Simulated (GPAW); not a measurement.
Runs of GPAW 26.7.0 on CaO. Symmetry: Fm-3m, No. 225, cubic system. The conventional cell has a = 4.807 Å, b = 4.807 Å, c = 4.807 Å, α = 90.00°, β = 90.00°, γ = 90.00°. Around Ca (site symmetry m-3m) lie 6 O at 2.40 Å. Around O (site symmetry m-3m) lie 6 Ca at 2.40 Å. The cell is a database's computed one.

```csv
task,level,potentials or basis,cell,smearing,optimizer,fmax,max steps,convergence,target pressure,gap on the mesh (eV),pressure (GPa),relaxed volume (Å³/atom)
relaxation of cell and atoms,RPBE+D4,"the program's PAW data sets (release 1.2.1) made for this functional, pw",relaxed,fermi-dirac 0.05 eV,FIRE,0.01 eV/Å,60,density=1e-05 forces=0.0001,-,(a),-0.1,14.14
single point,PBE,"GPAW PAW data sets (gpaw-data 1.2.1), pw",as given,gaussian 0.029 eV,-,-,-,-,-,3.69,2.2,-
single point,PBE,"GPAW PAW data sets (gpaw-data 1.2.1), pw",as given,gaussian 0.05 eV,-,-,-,-,-,3.69,2.2,-
relaxation of cell and atoms,PBE+D3(BJ),"GPAW PAW data sets (gpaw-data 1.2.1), pw",relaxed,fermi-dirac 0.05 eV,LBFGS,0.05 eV/Å,40,density=1e-05 forces=0.0001,-,3.69,0.0,13.75
single point,PBE,"GPAW PAW data sets (gpaw-data 1.2.1), pw",as given,gaussian 0.03 eV,-,-,-,-,-,3.69,2.2,-
single point,PBEsol,"PAW data sets generated in the run's folder for this functional, pw",as given,gaussian 0.05 eV,-,-,-,-,-,(b),-2.1,-
relaxation of cell and atoms,PBEsol+D4,"PAW data sets generated in the run's folder for this functional, pw",relaxed,fermi-dirac 0.05 eV,LBFGS,0.01 eV/Å,40,density=1e-05 forces=0.0001,-,3.58,0.1,13.47
relaxation of cell and atoms,PBE+D4,"GPAW PAW data sets (gpaw-data 1.2.1), pw",relaxed to -1 GPa,fermi-dirac 0.05 eV,LBFGS,0.01 eV/Å,60,density=1e-05 forces=0.0001,-1 GPa,3.69,-1.0,-
```

Alike in all rows: no spin polarisation; k mesh 10 × 10 × 10; cutoff (eV) 800.

Estimate the missing entries.

(a) 3.80; (b) 3.59.

Caveats: later steps reuse the first step's grids (some runs).

A k mesh can miss the band edges.
